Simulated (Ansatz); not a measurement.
# Si: a line through a two-coordinate scan

The task here is to estimate one member of a computed series from the others.

Program: Ansatz 0.2.0. Level of theory: DFT LDA, scalar-relativistic, plane waves, PAW. These are calculated values, not measurements.

## The starting structure

It takes space group P6_3/mmc (No. 194, hexagonal). Conventional cell: a = 3.802 Å, b = 3.802 Å, c = 6.289 Å, α = 90.00°, β = 90.00°, γ = 120.00°. Around Si (site symmetry 3m) lie 4 Si at 2.33 to 2.35 Å.

Structure file:

```xyz
4
Lattice="3.8017 0.0000 0.0000 -1.9008 3.2924 0.0000 0.0000 0.0000 6.2887" Properties=species:S:1:pos:R:3 pbc="T T T"
Si    0.0000    2.1949    0.3964
Si    1.9008    1.0975    3.5408
Si    0.0000    2.1949    2.7479
Si    1.9008    1.0975    5.8923
```

It goes back to an entry of the Materials Project, which need not be the stable form.

This cell was relaxed beforehand with the same method: volume 19.68 Å³/atom, gap on the mesh 0.27 eV.

## What is varied

The energy is mapped over two homogeneous strains (x along [1 0 0], y along [1 2 0], z along [0 0 1] of the conventional cell).

First coordinate, engineering shear strain xy: 7 values from −8.0 %. Second coordinate, strain +e along x and -e along y: 7 values from −7.00 %.

Nothing else is relaxed (fractional coordinates fixed). Energies count from the relaxed crystal. Points are written as (first, second).

Set-up of the first run:

input.yaml reads:

```yaml
crystal:
  lattice:
    - [3.5355671602, 0.0, 0.0]
    - [-1.7677835801, 3.5228208021, 0.0]
    - [0.0, 0.0, 6.2886938331]
  atoms:
    - { symbol: Si, position: [0.3333333333, 0.6666666667, 0.063036046] }
    - { symbol: Si, position: [0.6666666667, 0.3333333333, 0.563036046] }
    - { symbol: Si, position: [0.3333333333, 0.6666666667, 0.436963954] }
    - { symbol: Si, position: [0.6666666667, 0.3333333333, 0.936963954] }
basis:
  ecutwfc: 420
kpoints:
  mp_grid: { grid: [12, 12, 6] }
hamiltonian:
  xc: lda
  pseudopotentials: { kind: paw, azcp: { folder: soft_1 } }
scf:
  occupations: { method: gaussian, width: 0.03 }
output:
  forces: true
  stress: true
  eigenvalues: true
```

The run is started by

```
> ansatz run input.yaml --threads 2 --pin off --max-ram 4096MiB --backend cpu --events-out ev --progress --plain --runs-dir out
```

Steps of the session up to this table: Grid point (0.0 %, −7.00 %); Point (0.0 %, −4.67 %); Grid point (0.0 %, −2.33 %); Grid point (0.0 %, 2.33 %); Grid point (0.0 %, 4.67 %); The run at (0.0 %, 7.00 %).

One of the session's tables, all rows but one given; the rest of the session is left out.

| strain +e along x and -e along y (%) | energy (meV/atom) | slope (meV/atom per %) | pressure (GPa) | band gap on the k-mesh (eV) | largest force on an atom (eV/Å) |
| --- | --- | --- | --- | --- | --- |
| −7.00 | 105 | −29 | 1.43 | 0.00 | 0.99 |
| −4.67 | 47 | −20 | 0.67 | 0.00 | 0.69 |
| −2.33 | ? | ? | ? | ? | ? |
| 0.00 | 0 | 0 | 0.02 | 0.27 | 0.00 |
| 2.33 | 12 | 10 | 0.19 | 0.00 | 0.43 |
| 4.67 | 48 | 21 | 0.69 | 0.00 | 0.96 |
| 7.00 | 110 | 32 | 1.63 | 0.00 | 1.57 |

Estimate the missing values for strain +e along x and -e along y (%) = −2.33.

Worked estimate for «energy (meV/atom)». A straight line through the neighbours (−4.67, 47) and (0.00, 0) gives 47 + (0 − 47) × (−2.33 − −4.67) / (0.00 − −4.67) = 23; a parabola fitted to 4 rows on both sides gives 12.

As computed: energy (meV/atom): 12; slope (meV/atom per %): −10; pressure (GPa): 0.19; band gap on the k-mesh (eV): 0.02; largest force on an atom (eV/Å): 0.36. In «energy (meV/atom)» the line misses by +11 and the parabola by +0.

Energies count from the relaxed crystal. Rows without a step come from runs not printed here or follow by symmetry. Slopes come from the forces (and the stress, where the cell changes), not from differences of energies.

What this shows: The lowest point computed on the line is at 0.00 %, 0 meV/atom from the zero. Divided by the reference volume, that is a stiffness of about 360 GPa for this pattern of strain, with the ions clamped. The highest point computed, at 7.00 %, lies 110 meV/atom above the lowest. The gap on the mesh reads zero on part of the line; semilocal functionals close small gaps early. The gap on the mesh closes on part of the grid.

To keep in mind: Warnings in the runs' records: pseudo functional mismatch.
